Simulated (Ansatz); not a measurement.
Crystal: TiO2.

```
Ti O
1.0
     6.15358   -1.88347    0.00000
     6.15358    1.88347    0.00000
    -1.92833    0.00000    6.32897
Ti O
4 8
Direct
  0.90007 0.90007 0.28960
  0.19529 0.19529 0.28376
  0.09993 0.09993 0.71040
  0.80471 0.80471 0.71624
  0.36193 0.36193 0.29340
  0.26349 0.26349 0.65250
  0.86719 0.86719 0.99529
  0.73651 0.73651 0.34750
  0.94165 0.94165 0.63002
  0.13281 0.13281 0.00471
  0.63807 0.63807 0.70660
  0.05835 0.05835 0.36998
```

The cell comes from a database or a generator and needn't be the stable form of this composition.

Base run:

| Quantity | Value |
| --- | --- |
| Program | Ansatz 0.2.0 |
| Functional | BLYP |
| Potentials or basis | Ansatz PAW |
| Cutoff | 420 eV (not typed: the program's choice for these potentials) |
| k mesh | 8 × 8 × 4 |
| Occupations | fermi-dirac, width 0.05 eV |
| Spin | no spin polarisation |

Its results: band gap on the k mesh 2.73 eV, indirect (least direct gap 2.90 eV); pressure 3.2 GPa; largest force 0.239 eV/Å.

Problem. The run is repeated on the same cell with these changes: functional from BLYP to revPBE. What comes out?

Solution. Band gap on the k mesh 2.77 eV, indirect (least direct gap 2.94 eV); pressure 1.9 GPa; largest force 0.192 eV/Å.

Caveats: the PAW data sets come from PBE, with cores solved anew for the run's functional, which leaves a small shift of forces and pressure.
